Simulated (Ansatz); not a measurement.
The cell is Cu2ZnSnSe4 in the kesterite structure; cell and atoms were relaxed with r2SCAN. The symmetry is I-4 (No. 82, tetragonal); conventional cell a = 5.699 Å, c = 11.384 Å, 23.11 Å³ an atom. Cu has 4 Se at 2.42 Å; Cu has 4 Se at 2.41 Å; Zn has 4 Se at 2.46 Å; Sn has 4 Se at 2.58 Å; Se has 2 Cu at 2.41–2.42 Å and 1 Zn at 2.46 Å and 1 Sn at 2.58 Å.

```yaml
crystal:
  lattice:
    - [-2.84970, 2.84970, 5.69176]
    - [2.84970, -2.84970, 5.69176]
    - [2.84970, 2.84970, -5.69176]
  atoms:
    - { symbol: Cu, position: [0.00000, 0.00000, 0.00000] }
    - { symbol: Cu, position: [0.75000, 0.25000, 0.50000] }
    - { symbol: Zn, position: [0.25000, 0.75000, 0.50000] }
    - { symbol: Sn, position: [0.50000, 0.50000, 0.00000] }
    - { symbol: Se, position: [0.10333, 0.62916, 0.99234] }
    - { symbol: Se, position: [0.37084, 0.36319, 0.47417] }
    - { symbol: Se, position: [0.63681, 0.11098, 0.00766] }
    - { symbol: Se, position: [0.88902, 0.89667, 0.52583] }
```

3 runs of Ansatz on this cell differ in the functional (and in the settings that go with it). Levels are in eV from each run's valence top; v1 is the last filled band, c1 the first empty one.

Run A, mean stress +0.4 GPa (compression positive):

| point | v4 | v3 | v2 | v1 | c1 | c2 |
| --- | --- | --- | --- | --- | --- | --- |
| Γ | -2.10 | -0.02 | -0.02 | 0.00 | 1.39 | 3.29 |
| X | -1.05 | -0.95 | -0.71 | -0.53 | 1.78 | 3.63 |
| P | -0.99 | -0.99 | -0.81 | -0.81 | 2.09 | 4.21 |
| N | -1.57 | -1.47 | -1.38 | -0.72 | 3.05 | 4.47 |
| M | -1.40 | -1.40 | -1.16 | -1.16 | 2.46 | 3.33 |
| S | -1.84 | -1.48 | -0.90 | -0.77 | 2.85 | 3.83 |

Run B, mean stress +0.6 GPa (compression positive):

| point | v4 | v3 | v2 | v1 | c1 | c2 |
| --- | --- | --- | --- | --- | --- | --- |
| Γ | -2.04 | -0.02 | -0.02 | 0.00 | 0.78 | 2.62 |
| X | -1.03 | -0.92 | -0.69 | -0.50 | 1.14 | 2.97 |
| P | -0.96 | -0.96 | -0.78 | -0.78 | 1.43 | 3.53 |
| N | -1.52 | -1.43 | -1.33 | -0.69 | 2.36 | 3.80 |
| M | -1.36 | -1.36 | -1.12 | -1.12 | 1.78 | 2.67 |
| S | -1.79 | -1.43 | -0.87 | -0.74 | 2.17 | 3.17 |

Run C, mean stress -3.3 GPa (compression positive):

| point | v4 | v3 | v2 | v1 | c1 | c2 |
| --- | --- | --- | --- | --- | --- | --- |
| Γ | -1.62 | -0.33 | -0.02 | -0.02 | 0.02 | 1.65 |
| X | -0.91 | -0.78 | -0.57 | -0.41 | 0.16 | 1.70 |
| P | -0.84 | -0.82 | -0.69 | -0.67 | 0.53 | 2.30 |
| N | -1.29 | -1.23 | -1.16 | -0.60 | 1.34 | 2.72 |
| M | -1.18 | -1.18 | -0.94 | -0.94 | 0.89 | 1.69 |
| S | -1.48 | -1.20 | -0.75 | -0.64 | 1.17 | 2.12 |

**Question.** Match the runs to LDA, HSE06, PBE0.

**Answer.** A is PBE0, B is HSE06, C is LDA. In order of the gap: LDA 0.02, HSE06 0.78, PBE0 1.39 eV.

All values are calculated for a non-magnetic cell, which may be hypothetical.

Spin-orbit coupling is left out, which matters wherever the heavy atoms make up the band edges.

The program warns that its thresholds are loose for a hybrid's stress.

Gaps or overlaps of about a tenth of an eV are at the limit of these meshes: between the points read a gap can be smaller or closed.
